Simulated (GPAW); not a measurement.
# Pt (Im-3m) in GPAW: convergence with k mesh

Aim: find how far k mesh must go before the results for Pt settle, at rSCAN+D3(BJ)+ATM. This setting moves, with any that are tied to it; all else stays.

Program: GPAW 26.7.0. These are calculated values, not measurements. Logs are shortened: lines on timing, memory, paths and dates and some standing lists are left out, and cuts for length are marked. The log counts tension as positive stress, the text compression.

## 1. Starting point

The structure is cubic, space group Im-3m (No. 229). Conventional cell: a = 3.168 Å, b = 3.168 Å, c = 3.168 Å, α = 90.00°, β = 90.00°, γ = 90.00°. Pt (site symmetry m-3m) has 8 Pt at 2.74 Å as nearest neighbours.

This isn't the form of Pt at room conditions, which is fcc.

## 2. With k mesh 3 × 3 × 3

File run.py:

```python
import json
import numpy as np
import spglib
from ase.calculators.mixing import SumCalculator
from ase.constraints import FixSymmetry
from ase.filters import FrechetCellFilter
from ase.io import read, write
from ase.optimize import BFGS
from ase.stress import full_3x3_to_voigt_6_stress, voigt_6_to_full_3x3_strain, voigt_6_to_full_3x3_stress
from ase.units import GPa
from dftd3.ase import DFTD3
from gpaw import GPAW, PW

atoms = read('Pt.cif')

calc = GPAW(mode=PW(450),
            xc='MGGA_X_RSCAN+MGGA_C_RSCAN',
            kpts={'size': (3, 3, 3), 'gamma': True},
            occupations={'name': 'fermi-dirac', 'width': 0.05},
            nbands=17,
            convergence={'density': 1e-06, 'eigenstates': 1e-09},
            maxiter=150,
            symmetry={'tolerance': 0.001},
            txt='gpaw.txt')
atoms.calc = SumCalculator([calc, DFTD3(damping='d3bj', params_tweaks=dict(method='rscan', atm=True))])
atoms.set_constraint(FixSymmetry(atoms))
BFGS(FrechetCellFilter(atoms), trajectory='relax.traj', logfile='-').run(fmax=0.005, steps=40)
atoms.set_constraint()
energy = atoms.get_potential_energy()
forces = atoms.get_forces()
stress = atoms.get_stress()
calc.write('gs.gpw')
write('result.traj', atoms)
print('Cell:', atoms.cell.cellpar().round(4))
print(atoms.get_scaled_positions().round(5))

gpts = tuple(int(n) for n in calc.get_number_of_grid_points())
cell = atoms.cell[:].T
dataset = spglib.get_symmetry((atoms.cell[:], atoms.get_scaled_positions(), atoms.numbers), symprec=1e-4)
rotations = [cell @ w @ np.linalg.inv(cell) for w in dataset['rotations']]
strains, clamped, relaxed = [], [], []
for v in [0, 1]:
    for e in (-0.01, 0.01):
        voigt = np.zeros(6)
        voigt[v] = e
        F = voigt_6_to_full_3x3_strain(voigt)
        a = atoms.copy()
        a.set_cell(atoms.cell[:] @ F, scale_atoms=True)
        c = GPAW(mode=PW(450),
                 xc='MGGA_X_RSCAN+MGGA_C_RSCAN',
                 kpts={'size': (3, 3, 3), 'gamma': True},
                 occupations={'name': 'fermi-dirac', 'width': 0.05},
                 nbands=17,
                 convergence={'density': 1e-06, 'eigenstates': 1e-09},
                 maxiter=150,
                 symmetry={'tolerance': 0.001},
                 gpts=gpts,
                 txt=f'strain-{v}{e:+.3f}.txt')
        a.calc = SumCalculator([c, DFTD3(damping='d3bj', params_tweaks=dict(method='rscan', atm=True))])
        s0 = s1 = a.get_stress() - stress
        print(v, e, 'clamped', (s0 / GPa).round(3), 'relaxed', (s1 / GPa).round(3), flush=True)
        for R in rotations:  # images under the point group
            eps = R @ (F - np.eye(3)) @ R.T
            strains.append(full_3x3_to_voigt_6_stress(eps) * [1, 1, 1, 2, 2, 2])
            for s, rows in ((s0, clamped), (s1, relaxed)):
                rows.append(full_3x3_to_voigt_6_stress(R @ voigt_6_to_full_3x3_stress(s) @ R.T))

C0, C = (np.linalg.lstsq(np.array(strains), np.array(s), rcond=None)[0].T / GPa for s in (clamped, relaxed))
print('Clamped-ion Cij (GPa):')
print(C0.round(1))
print('Relaxed-ion Cij (GPa):')
print(C.round(1))
json.dump({'clamped': C0.tolist(), 'relaxed': C.tolist()}, open('elastic.json', 'w'))
```

File Pt.cif:

```cif
data_Pt
_cell_length_a 2.74394953
_cell_length_b 2.74394953
_cell_length_c 2.74394953
_cell_angle_alpha 109.47122063
_cell_angle_beta 109.47122063
_cell_angle_gamma 109.47122063
_space_group_name_H-M_alt 'P1'
_space_group_name_Hall 'P 1'
_space_group_IT_number 1
loop_
_space_group_symop_operation_xyz
'x,y,z'
loop_
_atom_site_label
_atom_site_type_symbol
_atom_site_symmetry_multiplicity
_atom_site_Wyckoff_symbol
_atom_site_fract_x
_atom_site_fract_y
_atom_site_fract_z
_atom_site_occupancy
Pt1 Pt 1 a 0.0000000000 0.0000000000 0.0000000000 1
```

Potentials or basis: GPAW PAW data sets (gpaw-data 1.2.1), pw.

On the command line:

```sh
$ OMP_NUM_THREADS=1 python run.py
```

gpaw.txt:

```text
__  _  _
 | _ |_)|_||  |
 |__||  | ||/\| - 26.7.0

Input parameters:
  mode=PW(ecut=450.00000000000006),
  convergence={'density': 1e-06, 'eigenstates': 1e-09},
  kpts=MonkhorstPack(size=(3, 3, 3), gamma=True),
  maxiter=150,
  nbands=17,
  occupations=Occupations(name='fermi-dirac', width=0.05),
  symmetry=Symmetry(tolerance=0.001),
  xc=XC(name='MGGA_X_RSCAN+MGGA_C_RSCAN')

Diagonalizing LCAO Hamiltonian
Converting LCAO to pw mode

       Pt

Atoms  # Å, Bohr magnetons
|   | symbol |        x |        y |        z |    initial magnetic moments |
|---|--------|----------|----------|----------|-----------------------------|
| 0 |     Pt | 0.000000 | 0.000000 | 0.000000 | ( 0.0000,  0.0000,  0.0000) |
[... 160 lines left out ...]
SCF iterations
|iter     | |      energy | eigst |  dens |
|---------|-|-------------|-------|-------|
|iter:   1| |  -68.548565 | +0.02 |       |
|iter:   2| |  -62.107144 | -1.49 | -1.20 |
|iter:   3| |  -62.063606 | -3.14 | -1.38 |
|iter:   4| |  -62.003056 | -3.01 | -1.49 |
|iter:   5| |  -61.990119 | -3.00 | -1.77 |
|iter:   6| |  -61.992173 | -3.77 | -2.38 |
|iter:   7| |  -61.992572c| -4.57 | -2.62 |
|iter:   8| |  -61.992513c| -5.86 | -3.05 |
|iter:   9| |  -61.992516c| -7.58 | -4.00 |
|iter:  10| |  -61.992518c| -7.93 | -4.43 |
|iter:  11| |  -61.992518c|-10.13c| -5.14 |
|iter:  12| |  -61.992518c|-10.38c| -6.22c|

Converged in 12 steps
Energy contributions relative to reference atoms: (reference = -500375.362767)

Energy contributions:
  Kinetic:           9.002128
  Coulomb:          -9.369831
  Zero:             -0.537368
  External:          0.000000
  Xc:              -61.076726
  Entropy:          -0.021439
  Spinorbit:         0.000000
  ----------------------------
  Free energy:     -62.003237
  Extrapolated:    -61.992518
[... 28 lines left out ...]
Stress tensor  # eV/Ang^3
[... 190 lines left out ...]
|iter:   9| |  -61.994969c| -6.85 | -2.58 |
|iter:  10| |  -61.994398c| -5.67 | -2.59 |
|iter:  11| |  -61.994477c| -5.21 | -2.82 |
|iter:  12| |  -61.994285c| -5.35 | -2.86 |
|iter:  13| |  -61.994246c| -6.30 | -3.29 |
|iter:  14| |  -61.994242c| -6.94 | -4.04 |
|iter:  15| |  -61.994239c| -6.89 | -4.33 |
|iter:  16| |  -61.994239c| -9.64c| -5.11 |
|iter:  17| |  -61.994239c| -9.16c| -5.61 |
|iter:  18| |  -61.994239c| -9.88c| -6.41c|

Converged in 18 steps
Energy contributions relative to reference atoms: (reference = -500375.362767)

Energy contributions:
  Kinetic:           8.283404
  Coulomb:          -8.754849
  Zero:             -0.536186
  External:          0.000000
  Xc:              -60.975699
  Entropy:          -0.021819
  Spinorbit:         0.000000
  ----------------------------
  Free energy:     -62.005149
  Extrapolated:    -61.994239
[... 28 lines left out ...]
Stress tensor  # eV/Ang^3
|         x |         y |         z |
|-----------|-----------|-----------|
| -0.014108 | -0.000000 | -0.000000 |
| -0.000000 | -0.014108 |  0.000000 |
| -0.000000 | -0.000000 | -0.014108 |

Forces  # eV/Ang
|       x |        y |       z |
|---------|----------|---------|
| 0.00000 | -0.00000 | 0.00000 |  # Pt   0

Interpolating wave functions to new cell

       Pt

Atoms  # Å, Bohr magnetons
|   | symbol |        x |        y |        z |    initial magnetic moments |
|---|--------|----------|----------|----------|-----------------------------|
| 0 |     Pt | 0.000000 | 0.000000 | 0.000000 | ( 0.0000,  0.0000,  0.0000) |
[... 163 lines left out ...]
|iter:   1| |  -70.107320 | -0.62 |       |
|iter:   2| |  -61.992284 | -1.85 | -1.92 |
|iter:   3| |  -61.994218 | -4.55 | -2.86 |
|iter:   4| |  -61.994201c| -6.65 | -3.05 |
|iter:   5| |  -61.994180c| -7.17 | -3.10 |
|iter:   6| |  -61.994164c| -7.14 | -3.18 |
|iter:   7| |  -61.994156c| -7.25 | -3.28 |
|iter:   8| |  -61.994152c| -7.35 | -3.38 |
|iter:   9| |  -61.994151c| -7.22 | -3.48 |
|iter:  10| |  -61.994149c| -6.96 | -3.60 |
|iter:  11| |  -61.994150c| -7.72 | -4.03 |
|iter:  12| |  -61.994151c| -7.90 | -4.35 |
|iter:  13| |  -61.994151c| -8.58 | -4.66 |
|iter:  14| |  -61.994151c| -9.56c| -5.23 |
|iter:  15| |  -61.994151c| -9.11c| -5.72 |
|iter:  16| |  -61.994151c|-10.40c| -6.42c|

Converged in 16 steps
Energy contributions relative to reference atoms: (reference = -500375.362767)

Energy contributions:
  Kinetic:           8.333423
  Coulomb:          -8.797693
  Zero:             -0.536250
  External:          0.000000
  Xc:              -60.982734
  Entropy:          -0.021792
  Spinorbit:         0.000000
  ----------------------------
  Free energy:     -62.005047
  Extrapolated:    -61.994151
[... 28 lines left out ...]
Stress tensor  # eV/Ang^3
|         x |         y |         z |
|-----------|-----------|-----------|
| -0.014800 |  0.000000 | -0.000000 |
|  0.000000 | -0.014800 |  0.000000 |
| -0.000000 | -0.000000 | -0.014800 |

Forces  # eV/Ang
|       x |        y |       z |
|---------|----------|---------|
| 0.00000 | -0.00000 | 0.00000 |  # Pt   0

# Writing to gs.gpw (mode='')
```

It took 40 s on 1 thread of Arm Neoverse V1, shared host; peak memory 0.91 GiB.

What came out:

| Property | Result |
| --- | --- |
| Free energy | -62.3389 eV |
| Relaxed volume | 16.00 Å³/atom |
| Relaxed cell | a = 2.749 Å, b = 2.749 Å, c = 2.749 Å, α = 109.47°, β = 109.47°, γ = 109.47° |
| Space group after relaxing (to 0.05 Å) | Im-3m (No. 229) |
| Pressure after relaxing | 0.0 GPa |
| Band gap on the k mesh | none (metal or under the smearing width) |
| Voigt bulk modulus | 243 GPa |
| Bulk modulus (Hill) | 243 GPa |
| Shear modulus (Hill) | 81 GPa |
| Young's modulus | 218 GPa |
| Poisson's ratio (from the elastic constants) | 0.35 |
| Dispersion energy per atom | -0.334 eV |

## 3. With k mesh 4 × 4 × 4

Edit run.py of step 2 so:

```diff
@@ -17,3 +17,3 @@
             xc='MGGA_X_RSCAN+MGGA_C_RSCAN',
-            kpts={'size': (3, 3, 3), 'gamma': True},
+            kpts={'size': (4, 4, 4), 'gamma': True},
             occupations={'name': 'fermi-dirac', 'width': 0.05},
@@ -50,3 +50,3 @@
                  xc='MGGA_X_RSCAN+MGGA_C_RSCAN',
-                 kpts={'size': (3, 3, 3), 'gamma': True},
+                 kpts={'size': (4, 4, 4), 'gamma': True},
                  occupations={'name': 'fermi-dirac', 'width': 0.05},
```

Pt.cif is that of step 2.

Potentials or basis: GPAW PAW data sets (gpaw-data 1.2.1), pw.

On the command line:

```sh
$ OMP_NUM_THREADS=1 python run.py
```

It took 71 s on 1 thread of Arm Neoverse V1, shared host; peak memory 0.91 GiB.

Results:

* Free energy: -63.4132 eV
* Relaxed volume: 15.05 Å³/atom
* Relaxed cell: a = 2.694 Å, b = 2.694 Å, c = 2.694 Å, α = 109.47°, β = 109.47°, γ = 109.47°
* Space group after relaxing (to 0.05 Å): Im-3m (No. 229)
* Pressure after relaxing: 0.0 GPa
* Band gap on the k mesh: none (metal or under the smearing width)
* Voigt bulk modulus: 273 GPa
* Bulk modulus (Hill): 273 GPa
* Shear modulus (Hill): 20 GPa
* Young's modulus: 60 GPa
* Poisson's ratio (from the elastic constants): 0.46
* Dispersion energy per atom: -0.348 eV

## 4. With k mesh 6 × 6 × 6

Edit run.py of step 3 so:

```diff
@@ -17,3 +17,3 @@
             xc='MGGA_X_RSCAN+MGGA_C_RSCAN',
-            kpts={'size': (4, 4, 4), 'gamma': True},
+            kpts={'size': (6, 6, 6), 'gamma': True},
             occupations={'name': 'fermi-dirac', 'width': 0.05},
@@ -50,3 +50,3 @@
                  xc='MGGA_X_RSCAN+MGGA_C_RSCAN',
-                 kpts={'size': (4, 4, 4), 'gamma': True},
+                 kpts={'size': (6, 6, 6), 'gamma': True},
                  occupations={'name': 'fermi-dirac', 'width': 0.05},
```

Pt.cif is that of step 3.

On the command line:

```sh
$ OMP_NUM_THREADS=1 python run.py
```

Wall time 2.2 min (1 thread of Arm Neoverse V1, shared host); peak memory 0.82 GiB.

The run converged. Its results:

| Property | Result |
| --- | --- |
| Free energy | -63.1111 eV |
| Relaxed volume | 15.33 Å³/atom |
| Relaxed cell | a = 2.711 Å, b = 2.711 Å, c = 2.711 Å, α = 109.47°, β = 109.47°, γ = 109.47° |
| Space group after relaxing (to 0.05 Å) | Im-3m (No. 229) |
| Pressure after relaxing | 0.0 GPa |
| Band gap on the k mesh | none (metal or under the smearing width) |
| Voigt bulk modulus | 268 GPa |
| Dispersion energy per atom | -0.344 eV |

## 5. With k mesh 7 × 7 × 7

Edit run.py of step 4 so:

```diff
@@ -17,3 +17,3 @@
             xc='MGGA_X_RSCAN+MGGA_C_RSCAN',
-            kpts={'size': (6, 6, 6), 'gamma': True},
+            kpts={'size': (7, 7, 7), 'gamma': True},
             occupations={'name': 'fermi-dirac', 'width': 0.05},
@@ -50,3 +50,3 @@
                  xc='MGGA_X_RSCAN+MGGA_C_RSCAN',
-                 kpts={'size': (6, 6, 6), 'gamma': True},
+                 kpts={'size': (7, 7, 7), 'gamma': True},
                  occupations={'name': 'fermi-dirac', 'width': 0.05},
```

Pt.cif is that of step 4.

On the command line:

```sh
$ OMP_NUM_THREADS=1 python run.py
```

Run time: 2.9 min. Hardware: 1 thread of Arm Neoverse V1, shared host; peak memory 0.83 GiB.

The run converged. Its results:

```
Free energy                            : -63.1474 eV
Relaxed volume                         : 15.24 Å³/atom
Relaxed cell                           : a = 2.705 Å, b = 2.705 Å, c = 2.705 Å, α = 109.47°, β = 109.47°, γ = 109.47°
Space group after relaxing (to 0.05 Å) : Im-3m (No. 229)
Pressure after relaxing                : 0.0 GPa
Band gap on the k mesh                 : none (metal or under the smearing width)
Voigt bulk modulus                     : 275 GPa
Dispersion energy per atom             : -0.345 eV
```

## 6. With k mesh 9 × 9 × 9

Edit run.py of step 5 so:

```diff
@@ -17,3 +17,3 @@
             xc='MGGA_X_RSCAN+MGGA_C_RSCAN',
-            kpts={'size': (7, 7, 7), 'gamma': True},
+            kpts={'size': (9, 9, 9), 'gamma': True},
             occupations={'name': 'fermi-dirac', 'width': 0.05},
@@ -50,3 +50,3 @@
                  xc='MGGA_X_RSCAN+MGGA_C_RSCAN',
-                 kpts={'size': (7, 7, 7), 'gamma': True},
+                 kpts={'size': (9, 9, 9), 'gamma': True},
                  occupations={'name': 'fermi-dirac', 'width': 0.05},
```

Pt.cif is that of step 5.

Potentials or basis: GPAW PAW data sets (gpaw-data 1.2.1), pw.

On the command line:

```sh
$ OMP_NUM_THREADS=1 python run.py
```

Run time: 4.9 min. Hardware: 1 thread of Arm Neoverse V1, shared host; peak memory 0.71 GiB.

It converged, with:

```
Free energy                            : -63.1246 eV
Relaxed volume                         : 15.29 Å³/atom
Relaxed cell                           : a = 2.708 Å, b = 2.708 Å, c = 2.708 Å, α = 109.47°, β = 109.47°, γ = 109.47°
Space group after relaxing (to 0.05 Å) : Im-3m (No. 229)
Pressure after relaxing                : 0.0 GPa
Band gap on the k mesh                 : none (metal or under the smearing width)
Voigt bulk modulus                     : 262 GPa
Dispersion energy per atom             : -0.345 eV
```

## 7. With k mesh 11 × 11 × 11

Edit run.py of step 6 so:

```diff
@@ -17,3 +17,3 @@
             xc='MGGA_X_RSCAN+MGGA_C_RSCAN',
-            kpts={'size': (9, 9, 9), 'gamma': True},
+            kpts={'size': (11, 11, 11), 'gamma': True},
             occupations={'name': 'fermi-dirac', 'width': 0.05},
@@ -50,3 +50,3 @@
                  xc='MGGA_X_RSCAN+MGGA_C_RSCAN',
-                 kpts={'size': (9, 9, 9), 'gamma': True},
+                 kpts={'size': (11, 11, 11), 'gamma': True},
                  occupations={'name': 'fermi-dirac', 'width': 0.05},
```

Pt.cif is that of step 6.

On the command line:

```sh
$ OMP_NUM_THREADS=1 python run.py
```

It took 8.9 min on 1 thread of Arm Neoverse V1, shared host; peak memory 0.86 GiB.

The run converged. Its results:

| Property | Result |
| --- | --- |
| Free energy | -63.0861 eV |
| Relaxed volume | 15.34 Å³/atom |
| Relaxed cell | a = 2.711 Å, b = 2.711 Å, c = 2.711 Å, α = 109.47°, β = 109.47°, γ = 109.47° |
| Space group after relaxing (to 0.05 Å) | Im-3m (No. 229) |
| Pressure after relaxing | 0.0 GPa |
| Band gap on the k mesh | none (metal or under the smearing width) |
| Voigt bulk modulus | 263 GPa |
| Dispersion energy per atom | -0.344 eV |

## 8. With k mesh 13 × 13 × 13

Edit run.py of step 7 so:

```diff
@@ -17,3 +17,3 @@
             xc='MGGA_X_RSCAN+MGGA_C_RSCAN',
-            kpts={'size': (11, 11, 11), 'gamma': True},
+            kpts={'size': (13, 13, 13), 'gamma': True},
             occupations={'name': 'fermi-dirac', 'width': 0.05},
@@ -50,3 +50,3 @@
                  xc='MGGA_X_RSCAN+MGGA_C_RSCAN',
-                 kpts={'size': (11, 11, 11), 'gamma': True},
+                 kpts={'size': (13, 13, 13), 'gamma': True},
                  occupations={'name': 'fermi-dirac', 'width': 0.05},
```

Pt.cif is that of step 7.

On the command line:

```sh
$ OMP_NUM_THREADS=1 python run.py
```

Wall time 14 min (1 thread of Arm Neoverse V1, shared host); peak memory 0.87 GiB.

It converged, with:

| Quantity | Value |
| --- | --- |
| Free energy | -63.1055 eV |
| Relaxed volume | 15.32 Å³/atom |
| Relaxed cell | a = 2.710 Å, b = 2.710 Å, c = 2.710 Å, α = 109.47°, β = 109.47°, γ = 109.47° |
| Space group after relaxing (to 0.05 Å) | Im-3m (No. 229) |
| Pressure after relaxing | 0.0 GPa |
| Band gap on the k mesh | none (metal or under the smearing width) |
| Voigt bulk modulus | 265 GPa |
| Dispersion energy per atom | -0.344 eV |

## 9. Result

```tsv
k mesh	energy less the tightest run, at zero smearing (meV/atom)	pressure (GPa)	SCF cycles	CPU time (s)	peak memory (GiB)
3 × 3 × 3	773.18	0.00	12	40	0.91
4 × 4 × 4	-308.75	0.00	13	71	0.91
6 × 6 × 6	-7.59	-0.03	13	130	0.82
7 × 7 × 7	-43.62	-0.03	12	170	0.83
9 × 9 × 9	-18.05	0.02	12	290	0.71
11 × 11 × 11	22.52	-0.02	12	530	0.86
13 × 13 × 13	0.00	-0.01	12	830	0.87
```

Against the tightest run, the pressure stays within 0.1 GPa from 3 × 3 × 3 on. Not settled before the last step: the energy (to 1 meV/atom). Meshes of other sizes hit other points, so gaps and Fermi surfaces needn't settle smoothly. The tightest run that finished is the yardstick and may itself not be fully converged.

Caveats: the cutoff is short for stress and forces, so pressures can be off by a GPa or more; the density grid can change from cell to cell, which puts small steps into energies and stress; the elastic tensor has a negative eigenvalue, so either the cell is unstable as it stands or the mesh is too thin; the PAW data sets were made with another functional, which shifts forces and pressure a little; pairwise dispersion overbinds metals, which lowers pressure and volume.
